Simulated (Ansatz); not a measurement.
Level of theory: DFT PBE, scalar-relativistic, plane waves, PAW in Ansatz 0.2.0. Settings: cutoff 420 eV, Γ-centred meshes spaced at most about 0.3 Å⁻¹, and about 0.25 Å⁻¹ or finer for metals (2π included), Gaussian smearing. No spin polarisation.

These are static total energies at zero pressure.

Compare these two cells of Al2Cu3, each relaxed at this level.

A.

```
Al Cu
1.0
    -1.58615    1.58615    6.65333
     1.58615   -1.58615    6.65333
     1.58615    1.58615   -6.65333
Al Cu
2 3
Direct
  0.81053 0.81053 0.00000
  0.18947 0.18947 0.00000
  0.59947 0.59947 0.00000
  0.00000 0.00000 0.00000
  0.40053 0.40053 0.00000
```

B.

```
Al Cu
1.0
     2.74355    0.00000    0.00000
    -1.37177    2.37598    0.00000
     0.00000    0.00000   20.46216
Al Cu
4 6
Cartesian
  1.3718 0.7920 14.2692
  1.3718 0.7920 18.4015
  1.3718 0.7920 2.0607
  1.3718 0.7920 6.1929
  0.0000 1.5840 12.2560
  0.0000 1.5840 16.3487
  0.0000 1.5840 0.0000
  0.0000 1.5840 4.1134
  0.0000 1.5840 8.2062
  1.3718 0.7920 10.2311
```

Problem. Which would you expect to be lower, and how large is the difference?

Solution. A is lower, by 8 meV/atom. A has space group I4/mmm (No. 139), 13.4 Å³/atom and no gap on its mesh; B has Al and Cu ordered on hcp sites, space group P-6m2 (No. 187), 13.3 Å³/atom and no gap. Counting all near atoms (those within 1.25 times the shortest distance at each site; a plus sign parts nearer from farther groups; a slash parts the counts of unlike sites), A has Al 10, Cu 10/10+4 and B has Al 12, Cu 12. In A, Al is surrounded by 5 Cu at 2.52–2.54 Å, 4 Al at 2.76 Å, 1 Cu at 2.81 Å and 4 Al at 3.17 Å; Cu on a site of symmetry 4mm is surrounded by 4 Al at 2.54 Å, 5 Cu at 2.60–2.65 Å, 1 Al at 2.81 Å and 4 Cu at 3.17 Å; Cu on a site of symmetry 4/mmm is surrounded by 2 Al at 2.52 Å, 8 Cu at 2.60 Å and 4 Cu at 3.17 Å. In B, Al on its first site has 6 Cu at 2.56–2.61 Å and 6 Al at 2.74 Å; Al on its second site has 6 Cu at 2.59–2.60 Å and 6 Al at 2.74 Å; Cu on a site of symmetry 3m is surrounded by 3 Al at 2.56 Å, 3 Cu at 2.57 Å and 6 Cu at 2.74 Å; 3 more sites not described. Both come from invented guesses. The lowest form computed isn't among them: it has Al and Cu ordered on bcc sites, space group R-3m (No. 166), 13.0 Å³/atom and lies 65 meV/atom below the best shown.

For metals, differences of a few meV/atom aren't resolved. Cells relaxed within their symmetry can be saddle points. Some candidate types were left out of the draw beforehand, so a known form may be missing.
